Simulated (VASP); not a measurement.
Rh:

```xyz
2
Lattice="2.7310 0.0000 0.0000 -1.3655 2.3651 0.0000 0.0000 0.0000 4.4285" Properties=species:S:1:pos:R:3 pbc="T T T"
Rh    0.0000    1.5767    1.1071
Rh    1.3655    0.7884    3.3214
```

This isn't the form of Rh at room conditions, which is fcc.

| Item | Value |
| --- | --- |
| Program | VASP 6.6.1 |
| Task | relaxation of cell and atoms |
| Functional | rSCAN |
| Potentials or basis | VASP PAW PBE potentials, release 64 (Rh_pv) |
| Cutoff | 600 eV |
| k mesh | 11 × 11 × 6 |
| Occupations | methfessel-paxton, width 0.1 eV |
| Spin | no spin polarisation |

At the start: pressure -9.4 GPa; volume 14.30 Å³/atom.

Problem. Where does the relaxation end?

Solution. Over 7 steps the energy falls by 16.0 meV/atom and the volume is 13.79 Å³/atom (-3.6 %); space group P6_3/mmc (No. 194, to 0.05 Å).

Step by step:
```csv
step,energy change (eV),largest force (eV/Å),pressure (GPa),volume (Å³)
1,0.0000,0.0000,-9.43,28.60
2,0.1703,0.0000,30.72,25.26
3,-0.0319,0.0000,-0.30,27.60
4,-0.0320,0.0000,-0.03,27.57
5,-0.0320,0.0000,0.18,27.55
6,-0.0320,0.0000,-0.35,27.60
7,-0.0320,0.0000,-0.06,27.57
```

Final structure:
```
Rh
1.0
     2.69963    0.00000    0.00000
    -1.34982    2.33795    0.00000
     0.00000    0.00000    4.36854
Rh
2
Cartesian
  0.0000 1.5586 1.0921
  1.3498 0.7793 3.2764
```

Caveat: the PAW data sets were made with another functional, which shifts forces and pressure a little.
